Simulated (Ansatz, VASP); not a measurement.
# HfN: VASP beside Ansatz

```
Hf N
1.0
     0.00000    2.25600    2.25600
     2.25600    0.00000    2.25600
     2.25600    2.25600    0.00000
Hf N
1 1
Direct
  0.00000 0.00000 0.00000
  0.50000 0.50000 0.50000
```

Alike in both runs: task relaxation of cell and atoms; functional PBEsol; k mesh 11 × 11 × 11; occupations methfessel-paxton of order 1, width 0.05 eV; no spin polarisation.

```csv
,VASP,Ansatz
version,VASP 6.6.1,Ansatz 0.2.0
potentials or method,"VASP PAW PBE potentials, release 64 (Hf_pv, N)","plane waves, PAW"
plane-wave cutoff (eV),600,490
valence electrons in the cell,15,31
```

Ansatz gave:

* relaxed volume (Å³/atom): 11.40
* relaxed cell length with the largest relative difference (Å): 3.183
* energy change over the relaxation (meV/atom): 0

Task: Estimate VASP's values.

Result: Relaxed volume (Å³/atom): 11.32; relaxed cell length with the largest relative difference (Å): 3.175; energy change over the relaxation (meV/atom): -2.

The two sets of potentials don't hold the same shells in valence.

Caveats: the PAW data sets were made with another functional, which shifts forces and pressure a little (VASP). The runs have no spin-orbit coupling, so splittings on Hf are missing.
